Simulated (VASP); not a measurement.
## Bi: convergence with the k-mesh and SCF threshold

How sensitive are energy, pressure and forces of Bi to the k-mesh and SCF threshold? The atoms are off their equilibrium sites, so that forces can be compared too. The series runs use PBE. The k-mesh tried: 2 2 1; 2 2 2; 3 3 2; 4 4 3; 6 6 4; 7 7 5; 9 9 7. The SCF threshold tried: EDIFF = 0.01; EDIFF = 0.001; EDIFF = 1E-04; EDIFF = 1E-05; EDIFF = 1E-06; EDIFF = 1E-08. The atoms of the start are displaced at random from the sites of a Pm-3m cell.

Main program and level: VASP 6.6.1; PBE; plane waves and PAW (Bi_d).

Most raw output is cut from this account.

The starting crystal is not the ambient structure of Bi; it is a model or a phase of other conditions.

**1. Starting point**

It takes space group P1 (No. 1, triclinic). The conventional cell has a = 4.526 Å, b = 4.658 Å, c = 6.521 Å, α = 93.04°, β = 90.00°, γ = 90.00°. Bi has 6 Bi at 3.19 to 3.30 Å nearest. Bi has 6 Bi at 3.18 to 3.31 Å nearest. Nearest to Bi lie 6 Bi at 3.18 to 3.31 Å. Nearest to Bi lie 6 Bi at 3.19 to 3.30 Å.

**2. K-mesh: 2 2 1**

The sum over the zone converges with the mesh, fast for insulators and slowly for metals. PBE, the usual starting point, adds the gradient of the density.

Contents of INCAR:

```
SYSTEM = Bi
PREC = Accurate
ENCUT = 400
EDIFF = 1E-06
NELM = 100
ISMEAR = -1
SIGMA = 0.05
LREAL = .FALSE.
ALGO = Normal
GGA = PE
NBANDS = 37
LORBIT = 11
LWAVE = .FALSE.
LCHARG = .FALSE.
NCORE = 4
ISIF = 2
```

Contents of POSCAR:

```
Bi
1.0
    4.6584121839      0.0000000000      0.0000000000
    0.0000000000      4.5263885800      0.0000000000
   -0.3459734563      0.0000000000      6.5119480672
Bi
4
Direct
    0.7512360000      0.7456270000      0.7560590000
    0.2498840000      0.2523180000      0.2466170000
    0.7600420000      0.7425590000      0.2534830000
    0.2440990000      0.2354930000      0.7500530000
```

Contents of KPOINTS:

```
Automatic mesh
0
Gamma
2 2 1
0 0 0
```

PAW data sets: Bi_d (PBE family, release 64).

Started as:

```bash
$ mpirun -np 4 vasp_std
```

The job ended after 2 s (4 MPI ranks of Intel Xeon 6975P-C (Granite Rapids), shared host; peak memory 0.47 GiB).

The gap is read on the k-mesh alone, so it is an upper bound where the band edges lie off the mesh, and a coarse mesh can show a gap where there is none. Spin-orbit coupling is off here; it can split and shift levels that hold much weight on Bi by tenths of an eV or more.

This step gave:

```
SCF cycles                             : 12
electrons                              : 60
bands                                  : 37
irreducible k-points                   : 4
symmetry operations                    : 1
free energy (TOTEN)                    : -17.55 eV
Fermi energy                           : 6.536 eV
pressure                               : -1.785 GPa
metallic, judged on the points sampled : no
valence top at k                       : 0.5, 0, 0
conduction bottom at k                 : 0, 0.5, 0
least direct gap at k                  : 0.5, 0, 0
gap on the k-mesh                      : 1.386 eV
least direct gap on the k-mesh         : 1.542 eV
```

The series starts at -4.3874 eV an atom and -1.78 GPa, after 12 cycles in 2 s.

**3. K-mesh: 2 2 2**

INCAR is that of step 2.

POSCAR is that of step 2.

Contents of KPOINTS:

```
Automatic mesh
0
Gamma
2 2 2
0 0 0
```

Started as:

```bash
$ mpirun -np 4 vasp_std
```

Run time: 3.4 s. Hardware: 4 MPI ranks; peak memory 0.48 GiB; 11 s of CPU time.

Against the run before the energy moves by +1279.15 meV an atom and the pressure by +6.14 GPa, after 13 cycles in 3.4 s.

**4. K-mesh: 3 3 2**

Edit INCAR of step 3 so:

```diff
@@ -14,3 +14,4 @@
 LCHARG = .FALSE.
-NCORE = 4
+KPAR = 2
+NCORE = 2
 ISIF = 2
```

POSCAR is that of step 3.

Contents of KPOINTS:

```
Automatic mesh
0
Gamma
3 3 2
0 0 0
```

Started as:

```bash
$ mpirun -np 4 vasp_std
```

It took 3.8 s on 4 MPI ranks; peak memory 0.63 GiB; 13 s of CPU time.

Against the run before the energy moves by -652.46 meV an atom and the pressure by -2.81 GPa, after 12 cycles in 3.8 s.

**5. K-mesh: 4 4 3**

Edit INCAR of step 4 so:

```diff
@@ -14,4 +14,3 @@
 LCHARG = .FALSE.
-KPAR = 2
-NCORE = 2
+KPAR = 4
 ISIF = 2
```

POSCAR is that of step 4.

Contents of KPOINTS:

```
Automatic mesh
0
Gamma
4 4 3
0 0 0
```

Started as:

```bash
$ mpirun -np 4 vasp_std
```

Wall time 9.2 s (4 MPI ranks); peak memory 0.87 GiB; 35 s of CPU time.

Against the run before the energy moves by -102.13 meV an atom and the pressure by -0.55 GPa, after 11 cycles in 9.2 s.

**6. K-mesh: 6 6 4**

INCAR is that of step 5.

POSCAR is that of step 5.

Contents of KPOINTS:

```
Automatic mesh
0
Gamma
6 6 4
0 0 0
```

Started as:

```bash
$ mpirun -np 4 vasp_std
```

Run time: 24 s. Hardware: 4 MPI ranks; peak memory 1.2 GiB.

Against the run before the energy moves by +31.73 meV an atom and the pressure by +0.13 GPa, after 11 cycles in 24 s.

**7. K-mesh: 7 7 5**

INCAR is that of step 6.

POSCAR is that of step 6.

Contents of KPOINTS:

```
Automatic mesh
0
Gamma
7 7 5
0 0 0
```

Started as:

```bash
$ mpirun -np 4 vasp_std
```

Elapsed: 38 s, on 4 MPI ranks; peak memory 1.6 GiB.

Against the run before the energy moves by -12.93 meV an atom and the pressure by -0.06 GPa, after 11 cycles in 38 s.

**8. K-mesh: 9 9 7**

INCAR is that of step 7.

POSCAR is that of step 7.

Contents of KPOINTS:

```
Automatic mesh
0
Gamma
9 9 7
0 0 0
```

Started as:

```bash
$ mpirun -np 4 vasp_std
```

Elapsed: 87 s, on 4 MPI ranks; peak memory 2.8 GiB.

Against the run before the energy moves by +1.39 meV an atom and the pressure by +0.03 GPa, after 11 cycles in 87 s.

**9. The k-mesh series as a table**

This step: convergence of PBE results with the mesh; plane waves and PAW (VASP 6.6.1).

No new run; the numbers come from the runs before.

Differences are taken from the run with 9 9 7. Results of the series, by row:

```
setting     status  energy less the reference (meV/atom)  pressure (GPa)  largest force difference (meV/Å)  gap (eV)  SCF cycles  wall time (s)
  2 2 1  converged                                -544.7          -1.785                             310.2     1.385          12              2
  2 2 2  converged                                 734.4           4.359                               936         0          13            3.4
  3 3 2  converged                                 81.94           1.544                             172.8    0.3842          12            3.8
  4 4 3  converged                                -20.19          0.9936                             17.78         0          11            9.2
  6 6 4  converged                                 11.54           1.122                             45.25         0          11             24
  7 7 5  converged                                -1.389           1.067                             20.27         0          11             38
  9 9 7  converged                                     0           1.094                                 0         0          11             87
```

**10. SCF threshold: EDIFF = 0.01**

This step: PBE; plane waves and PAW (Bi_d) (VASP 6.6.1).

EDIFF stops the electronic loop; forces need it tighter than energies do.

Edit INCAR of step 8 so:

```diff
@@ -3,3 +3,3 @@
 ENCUT = 400
-EDIFF = 1E-06
+EDIFF = 0.01
 NELM = 100
```

POSCAR is that of step 8.

Contents of KPOINTS:

```
Automatic mesh
0
Gamma
6 6 4
0 0 0
```

Started as:

```bash
$ mpirun -np 4 vasp_std
```

Run time: 14 s. Hardware: 4 MPI ranks; peak memory 1.2 GiB.

The k-mesh is coarse for a metal.

This step gave:

```
SCF cycles              : 6
irreducible k-points    : 76
free energy (TOTEN)     : -15.33 eV
energy at zero smearing : -15.32 eV
Fermi energy            : 6.603 eV
pressure                : 0.4835 GPa
```

The series starts at -3.8300 eV an atom and 0.48 GPa, after 6 cycles in 14 s.

**11. SCF threshold: EDIFF = 0.001**

Edit INCAR of step 10 so:

```diff
@@ -3,3 +3,3 @@
 ENCUT = 400
-EDIFF = 0.01
+EDIFF = 0.001
 NELM = 100
```

POSCAR is that of step 10.

KPOINTS is that of step 10.

Started as:

```bash
$ mpirun -np 4 vasp_std
```

Elapsed: 19 s, on 4 MPI ranks; peak memory 1.2 GiB; 72 s of CPU time.

Against the run before the energy moves by -1.11 meV an atom and the pressure by -0.10 GPa, after 8 cycles in 19 s.

**12. SCF threshold: EDIFF = 1E-04**

Edit INCAR of step 11 so:

```diff
@@ -3,3 +3,3 @@
 ENCUT = 400
-EDIFF = 0.001
+EDIFF = 1E-04
 NELM = 100
```

POSCAR is that of step 11.

KPOINTS is that of step 11.

Started as:

```bash
$ mpirun -np 4 vasp_std
```

It took 22 s on 4 MPI ranks; peak memory 1.2 GiB.

Against the run before the energy moves by +0.03 meV an atom and the pressure by +0.78 GPa, after 10 cycles in 22 s.

**13. SCF threshold: EDIFF = 1E-05**

Edit INCAR of step 12 so:

```diff
@@ -3,3 +3,3 @@
 ENCUT = 400
-EDIFF = 1E-04
+EDIFF = 1E-05
 NELM = 100
```

POSCAR is that of step 12.

KPOINTS is that of step 12.

Started as:

```bash
$ mpirun -np 4 vasp_std
```

It took 22 s on 4 MPI ranks; peak memory 1.2 GiB.

Against the run before the energy stays within 0.01 meV an atom; the pressure moves by -0.03 GPa, after 10 cycles in 22 s.

**14. SCF threshold: EDIFF = 1E-06**

Edit INCAR of step 13 so:

```diff
@@ -3,3 +3,3 @@
 ENCUT = 400
-EDIFF = 1E-05
+EDIFF = 1E-06
 NELM = 100
```

POSCAR is that of step 13.

KPOINTS is that of step 13.

Started as:

```bash
$ mpirun -np 4 vasp_std
```

The job ended after 23 s (4 MPI ranks; peak memory 1.2 GiB; 89 s of CPU time).

Against the run before the energy stays within 0.01 meV an atom; the pressure moves by -0.01 GPa, after 11 cycles in 23 s.

**15. SCF threshold: EDIFF = 1E-08**

Edit INCAR of step 14 so:

```diff
@@ -3,3 +3,3 @@
 ENCUT = 400
-EDIFF = 1E-06
+EDIFF = 1E-08
 NELM = 100
```

POSCAR is that of step 14.

KPOINTS is that of step 14.

Started as:

```bash
$ mpirun -np 4 vasp_std
```

Wall time 35 s (4 MPI ranks); peak memory 1.2 GiB; 2.2 min of CPU time.

Against the run before the energy stays within 0.01 meV an atom; the pressure moves by -0.02 GPa, after 16 cycles in 35 s.

**16. The SCF threshold series as a table**

This step: convergence of PBE results with the threshold; plane waves and PAW (VASP 6.6.1).

No new run; the numbers come from the runs before.

Differences are taken from the run with EDIFF = 1E-08. Results of the series, by row:

```
      setting     status  energy less the reference (meV/atom)  pressure (GPa)  largest force difference (meV/Å)  SCF cycles  wall time (s)
 EDIFF = 0.01  converged                                 1.079          0.4835                             7.946           6             14
EDIFF = 0.001  converged                               -0.0313          0.3829                             1.105           8           18.6
EDIFF = 1E-04  converged                               3.65e-4           1.163                             0.571          10             22
EDIFF = 1E-05  converged                               2.90e-4           1.132                             0.494          10             22
EDIFF = 1E-06  converged                               8.00e-5           1.122                             0.141          11             23
EDIFF = 1E-08  converged                                     0           1.106                                 0          16             35
```

**17. What came out**

| Item | Value |
| --- | --- |
| k-mesh from which the energy stays within 10 meV/atom of the reference | 7 7 5 |
| k-mesh from which the energy stays within 1 meV/atom of the reference | none before the reference itself |
| k-mesh from which the pressure stays within 0.2 GPa of the reference | 4 4 3 |
| spread of the pressure over the k-mesh | 6.14 GPa |
| spread of the energy over the k-mesh | 1279 meV/atom |
| SCF threshold from which the energy stays within 10 meV/atom of the reference | EDIFF = 0.01 |
| SCF threshold from which the energy stays within 1 meV/atom of the reference | EDIFF = 0.001 |
| SCF threshold from which the pressure stays within 0.2 GPa of the reference | EDIFF = 1E-04 |
| spread of the pressure over the SCF threshold | 0.780 GPa |
| spread of the energy over the SCF threshold | 1.11 meV/atom |

What this shows: No run before the reference (9 9 7) settles within 1 meV an atom of it; the step next to it is off by -1.4 meV an atom, -0.03 GPa, 20.3 meV/Å in forces. The pressure holds within 0.2 GPa from 4 4 3 on. The energy swings above and below the reference, since the sum over k-points is not variational. A metal's Fermi surface slows this convergence. From EDIFF = 0.001 on, the energy stays within 1 meV an atom of the reference, at 53 % of its time. The pressure holds within 0.2 GPa from EDIFF = 1E-04 on. The loosest stop saves 10 of 16 cycles and costs +1.1 meV an atom, -0.62 GPa, 7.9 meV/Å in forces. For the k-mesh, differences are taken from the run with 9 9 7, which is itself not the exact limit. The runs at 2 2 1; 2 2 2; 3 3 2 are over 30 meV an atom or 2 GPa off and describe the material poorly.

[Lines on the potential files, build, host, timing and source positions are cut from VASP's logs without a mark.]

[Logs are printed without paths, hosts, clocks, repeated set-up lines and the standing remarks that a program may print on its own settings, such as how far it seeks lower states.]

[Hosts, paths, dates, database ids (printed as entryN), source tags and the programs' standing remarks are cut or masked in the printed files.]

[A measured line is paired with the nearest computed mode of its activity, which favours agreement.]

[In band tables of VASP the shares of atoms and orbitals are scaled to a sum of 1 inside the atoms' spheres.]
